## Counting the modes

A crystal with three atoms in its primitive cell has $3\times3=9$ vibrations at each wave vector. At the zone centre, where every cell moves in step, three of them are shifts of the whole crystal and cost no energy. Six remain for tungsten disilicide, WSi₂, with its one tungsten and two silicon atoms. The crystal is tetragonal, so the two directions in the plane are equivalent, and a motion in the plane comes as a pair of equal frequencies. A motion along the long axis $c$ comes alone.

The table follows this count. It holds a density-functional calculation at one wave vector, the zone centre, which is why "phonon q row" is 1 throughout. Rows 1 to 3 are the rigid shifts, rows 4 and 5 and rows 7 and 8 are pairs, and rows 6 and 9 stand alone. Only four different frequencies have to be estimated, and one spring constant goes a long way towards them.

Harmonic phonon frequencies of WSi₂ (I4/mmm) at its relaxed cell, computed with VASP 6.6.1 using PBEsol and PAW PBE potentials (W_sv, Si), without spin polarisation or spin–orbit coupling. The plane-wave cutoff is 600 eV, the k mesh 9×9×9 and the Gaussian smearing 0.02 eV wide. Phonon q row 1 is the zone centre, q = (0, 0, 0).

| row | phonon q row (row) | phonon frequency (cm⁻¹) |
| --- | --- | --- |
| 1 | 1 | 0.0 |
| 2 | 1 | 0.0 |
| 3 | 1 | 0.0 |
| 4 | 1 | 261.9 |
| 5 | 1 | 261.9 |
| 6 | 1 | 306.2 |
| 7 | 1 | 332.9 |
| 8 | 1 | 332.9 |
| 9 | 1 | 457.0 |

## Two kinds of motion

The two silicon atoms sit symmetrically about the tungsten atom, much like the oxygen atoms about carbon in CO₂. Either both silicon atoms move together and tungsten moves against them, or the silicon atoms move against each other and tungsten stays at rest. Each kind occurs once along $c$ and once, as a pair, in the plane. That accounts for all six modes.

The likeness to CO₂ ends at the springs. In the molecule the outer atoms are not bonded to each other, and the stretch with the central atom at rest has the lower frequency of the two. In WSi₂ the silicon atoms touch, and their contacts are strained only when silicon moves against silicon. This extra stiffness can lift those modes above the others.

I therefore assign rows 7 to 9 to silicon against silicon and rows 4 to 6 to tungsten against silicon. Symmetry alone does not settle this order. The reverse order would require a silicon–silicon coupling that pushes displaced atoms further from their sites instead of pulling them back, which is unlikely for atoms in contact but not excluded by the frequencies. A Raman spectrum can test the assignment. In this crystal only the silicon-against-silicon modes are Raman active, so lines should appear near the frequencies of rows 7 and 9, not near those of rows 4 and 6.

## From contacts to a rule

In the relaxed crystal each silicon atom has five tungsten and five silicon neighbours at nearly equal distances. In both sets one contact lies along $c$ and four are slanted. A spring of constant $k$ at an angle $\theta$ to the motion resists it with $k\cos^2\theta$. For the slanted contacts and motion along $c$, $\cos^2\theta$ is close to 1/4.

Five such springs therefore give $1+4\times\tfrac14=2$ units of $k$ along $c$. The squared cosines of one contact add up to 1 over three perpendicular directions, so the five contacts have 5 units to share. The remaining 3 are split between two equivalent directions, which leaves 1.5 for each. Call this number $S$: it is 2 along $c$ and 1.5 in the plane.

When tungsten moves against silicon, only the tungsten–silicon springs are strained, and both partners recoil. With $\nu$ for the frequency and $m$ for the atomic masses,

$$\nu^2\propto S\,k\left(\frac{1}{m_{\rm Si}}+\frac{2}{m_{\rm W}}\right).$$

When silicon moves against silicon, tungsten is at rest and its springs contribute $Sk$. Each silicon–silicon spring is strained from both ends, so these contribute $2Sk$ if they are equally stiff:

$$\nu^2\propto \frac{3\,S\,k}{m_{\rm Si}}.$$

One known frequency fixes $k$, and the others follow as ratios.

## Two rows worked by hand

Take row 4, at 261.9 cm⁻¹, as the known frequency. Row 6 is the same kind of motion turned from the plane to the $c$ axis. The masses cancel and only $S$ changes:

$$\nu_6=261.9\times\sqrt{2/1.5}=261.9\times1.155\approx302\ \text{cm}^{-1}.$$

The calculation gives 306.2 cm⁻¹, so the estimate is about 1 % low.

Row 7 lies in the same plane as row 4 but belongs to the other kind of motion. Now $S$ cancels, while the masses and the silicon–silicon springs enter. With $2m_{\rm Si}/m_{\rm W}\approx0.31$,

$$\frac{\nu_7}{\nu_4}=\sqrt{\frac{3}{1+0.31}}\approx1.5.$$

Unrounded masses make the ratio 1.516 and the estimate 397 cm⁻¹. The computed value is 332.9 cm⁻¹, so this estimate is 19 % too high. Neither worked row was used to set the spring.

## Where the error sits

Over the whole table the rule does well for rows 6 and 9 and badly for the pair 7 and 8. Rows 4 and 5 agree because they set the spring, and the rigid shifts are zero in any such model. The analysis printed after this text lists the estimates of this one-spring rule, calibrated on row 4, beside the computed frequencies.

The four frequencies also allow a sharper test. Once the modes are assigned, symmetry leaves just one tungsten–silicon and one silicon–silicon coupling for each direction, each summed over near and distant neighbours. Four frequencies then give four couplings without any assumption about springs.

The tungsten–silicon coupling is 87 N/m in the plane and 119 N/m along $c$. Their ratio is close to the 4/3 that the contact angles give for equal springs, which is why row 6 comes out well. The silicon–silicon coupling is 113 N/m along $c$ but only 48 N/m in the plane. Equal springs thus give nearly the right sum along $c$, where row 9 succeeds, though this does not show that the single contacts are equally stiff. In the plane the sum is wrong: silicon resists silicon only about half as strongly as the rule assumes.

A second spring constant for the silicon–silicon contacts looks like the natural cure, but it is not enough. The angles would still fix the ratio of row 9 to row 7 at 1.155, while the computed ratio is 1.373. Whatever value the second spring takes, at least one of these two rows is missed by about 9 % or more. The fault lies in how the silicon–silicon stiffness depends on direction, not just in its overall size.

One possible reason is that the contact along $c$ is stiffer than the slanted ones. With central springs alone it would have to be about 2.5 times as stiff, although the lengths differ by less than 2 %. Forces that resist a change of bond angle, or forces from more distant neighbours, could have the same effect. These frequencies do not decide between them.

## Using the rule

In this crystal the rule errs by up to about a fifth. For other compounds with this structure its accuracy is untested, so the error may be larger. The choice of the known frequency matters: if row 7 sets the spring instead of row 4, the estimate for row 4 falls 16 % below its computed value. Changing only the direction, within tungsten against silicon, should be the safest step because no new kind of spring enters. The poor steps here are those to or from the pair 7 and 8, even the step from row 7 to row 9, where only the direction changes.

Agreement within 1 or 2 % should not be read as a measure of the physics. With the exact tungsten–silicon angles in place of the rounded 1/4, the ratio of row 6 to row 4 becomes 1.146, slightly further from the computed 1.169. The calculation also leaves out spin–orbit coupling and thermal shifts, and its convergence with the k mesh was not tested. A measured line used to set the spring would bring its own thermal shift into every estimate.

The mass terms show what to expect in molybdenum disilicide, which can take the same structure with a lighter metal atom. If the springs stayed the same, the metal-against-silicon modes would rise, because a lighter partner recoils more. The silicon-against-silicon modes would stay put, since the metal atom is at rest in them. A shift of those modes would therefore point to changed springs, not to the changed mass.

The rule needs one more term in a polar insulator. There, metal moving against silicon would set up a long-range electric field that stiffens the vibration along the direction of the wave and splits longitudinal from transverse modes (LO–TO splitting). WSi₂ is a metal, and its mobile electrons screen this field, so springs and masses suffice at the zone centre. At shorter wavelengths neighbouring cells move out of step and strain the springs differently. Real frequencies at the zone centre are therefore no guarantee that the crystal is stable against such distortions.

Output of the analysis:

```
squared cosine to c of slanted W-Si contact: 0.2455
squared cosine to c of slanted Si-Si contact: 0.254
spring constant from row 4 in N/m: 57.97
One-spring rule:
  row  computed 1/cm  estimate 1/cm  error percent
    1              0              0              0
    2              0              0              0
    3              0              0              0
    4          261.9          261.9      -2.17e-14
    5          261.9          261.9      -2.17e-14
    6          306.2          302.4         -1.236
    7          332.9            397          19.26
    8          332.9            397          19.26
    9            457          458.4         0.3103
frequency factor from recoil of W: 1.143
ratio row 6 to row 4: 1.169
ratio row 9 to row 7: 1.373
ratio from rounded geometry: 1.155
ratio from exact W-Si angles: 1.146
ratio row 7 to row 4 in one-spring rule: 1.516
error of row 4 in percent if row 7 calibrates: -16.15
smallest possible worst error of rows 7 and 9 with two springs in percent: 8.629
Summed couplings (same on all rows):
  row  W-Si plane N/m  W-Si along c N/m  Si-Si plane N/m  Si-Si along c N/m
    1           86.95             118.9            48.23              113.4
    2           86.95             118.9            48.23              113.4
    3           86.95             118.9            48.23              113.4
    4           86.95             118.9            48.23              113.4
    5           86.95             118.9            48.23              113.4
    6           86.95             118.9            48.23              113.4
    7           86.95             118.9            48.23              113.4
    8           86.95             118.9            48.23              113.4
    9           86.95             118.9            48.23              113.4
Si-Si coupling in plane if pairs were swapped in N/m: -13.48
Si-Si coupling along c if singles were swapped in N/m: -54.79
axial over slanted Si-Si spring needed for repair: 2.527
```
